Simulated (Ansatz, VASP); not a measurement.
## One calculation of SiO2, two programs

POSCAR

```
SiO2
1.0
    4.5202385623      0.0000000000      0.0000000000
    0.0000000000      4.5202385623      0.0000000000
    0.0000000000      0.0000000000      2.8822445712
Si O
2 4
Direct
    0.5000000000      0.5000000000      0.5000000000
    0.0000000000      0.0000000000      0.0000000000
    0.6938852014      0.6938852014      0.0000000000
    0.1938852014      0.8061147986      0.5000000000
    0.3061147986      0.3061147986      0.0000000000
    0.8061147986      0.1938852014      0.5000000000
```

Contents of INCAR.step1:

```
SYSTEM = SiO2
PREC     = Accurate       ! precision mode
ENCUT    = 520            ! plane-wave cutoff, eV
ISMEAR   = 0              ! smearing method
SIGMA    = 0.05           ! smearing width, eV
LREAL    = .False.        ! projectors in reciprocal space
LASPH    = .True.         ! aspherical terms in the spheres
NELM     = 80             ! most SCF steps
NBANDS   = 25             ! bands
GGA      = PE             ! functional
ALGO     = Normal         ! electronic algorithm
EDIFF    = 1E-4           ! SCF threshold, eV
LWAVE    = .True.         ! write WAVECAR
LCHARG   = .False.        ! write CHGCAR
```

File INCAR.step2:

```
SYSTEM = SiO2
PREC     = Accurate       ! precision mode
ENCUT    = 520            ! plane-wave cutoff, eV
EDIFF    = 1E-6           ! SCF threshold, eV
ISMEAR   = 0              ! smearing method
SIGMA    = 0.05           ! smearing width, eV
LREAL    = .False.        ! projectors in reciprocal space
LASPH    = .True.         ! aspherical terms in the spheres
NELM     = 80             ! most SCF steps
ALGO     = Normal         ! electronic algorithm
ISIF     = 2              ! what is computed and relaxed
LWAVE    = .False.        ! write WAVECAR
LCHARG   = .False.        ! write CHGCAR
METAGGA  = R2SCAN         ! meta-GGA
LMIXTAU  = .True.       
NBANDS   = 25             ! bands
ISTART   = 1
```

KPOINTS

```
regular mesh
0
Gamma
  6 6 8
  0 0 0
```

Input for Ansatz:

```yaml
crystal:
  lattice:
    - [4.5202385623, 0.0, 0.0]
    - [0.0, 4.5202385623, 0.0]
    - [0.0, 0.0, 2.8822445712]
  atoms:
    - { symbol: Si, position: [0.5, 0.5, 0.5] }
    - { symbol: Si, position: [0.0, 0.0, 0.0] }
    - { symbol: O, position: [0.6938852014, 0.6938852014, 0.0] }
    - { symbol: O, position: [0.1938852014, 0.8061147986, 0.5] }
    - { symbol: O, position: [0.3061147986, 0.3061147986, 0.0] }
    - { symbol: O, position: [0.8061147986, 0.1938852014, 0.5] }
basis:
  ecutwfc: 500
kpoints:
  mp_grid: { grid: [6, 6, 8] }
hamiltonian:
  xc: r2scan
scf:
  occupations: { method: gaussian, width: 0.05 }
output:
  forces: true
  stress: true
  eigenvalues: true
  write_density: true
  write_potential: true
  elf: true
  volumetric_format: npy
```

Change from the starting cell: strain +0.080 along x and y, +0.080 along z, atoms carried along.

Alike in both runs: task single point; functional r2SCAN; k mesh 6 × 6 × 8; occupations gaussian, width 0.05 eV; no spin polarisation.

```csv
,VASP,Ansatz
version,VASP 6.6.1,Ansatz 0.2.0
potentials or method,"VASP PAW PBE potentials, release 64 (Si, O)","scalar-relativistic, plane waves, PAW"
plane-wave cutoff (eV),520,500
valence electrons in the cell,32,32
```

|  | VASP | Ansatz | Ansatz less VASP |
| --- | --- | --- | --- |
| gap on the k mesh at the Fermi level (eV) | 2.69 | 2.71 | +0.020 |
| least direct gap on the mesh (eV) | 2.69 | 2.71 | +0.020 |
| pressure (GPa) | -47.6 | -47.8 | -0.25 |
| largest component of the traceless stress (GPa) | 7.22 | 7.59 | +0.364 |
| rms of the force components (eV/Å) | 0.568 | 0.577 | +0.0083 |

Atom by atom the forces differ by 0.008 eV/Å (rms over components).

Caveats: the cell as given lies far from equilibrium; so large a pressure means that the cell lies far from this level's equilibrium, or that cutoff or potentials fall short (VASP); the potentials were made for another functional, which shifts forces and pressure (VASP).
